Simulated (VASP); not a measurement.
Crystal: CaSe.

```
Ca Se
1.0
     0.00000    2.93846    2.93846
     2.93846    0.00000    2.93846
     2.93846    2.93846    0.00000
Ca Se
1 1
Direct
  0.00000 0.00000 0.00000
  0.50000 0.50000 0.50000
```

Base run:

| Item | Value |
| --- | --- |
| Program | VASP 6.6.1 |
| Functional | LDA |
| Potentials or basis | VASP PAW LDA potentials, release 64 (Ca_sv, Se) |
| Cutoff | 520 eV |
| k mesh | 8 × 8 × 8 |
| Occupations | gaussian, width 0.03 eV |
| Spin | no spin polarisation |

Its results: band gap on the k mesh 1.81 eV, indirect (least direct gap 2.78 eV); pressure -2.1 GPa.

**Question.** The run is repeated on the same cell with these changes: functional from LDA to r2SCAN; potentials or basis from VASP PAW LDA potentials, release 64 (Ca_sv, Se) to VASP PAW PBE potentials, release 64 (Ca_sv, Se). What comes out?

**Answer.** Band gap on the k mesh 2.45 eV, indirect (least direct gap 3.41 eV); pressure 1.9 GPa.

Caveats: the PAW data sets were made with another functional, which shifts forces and pressure a little (some runs).
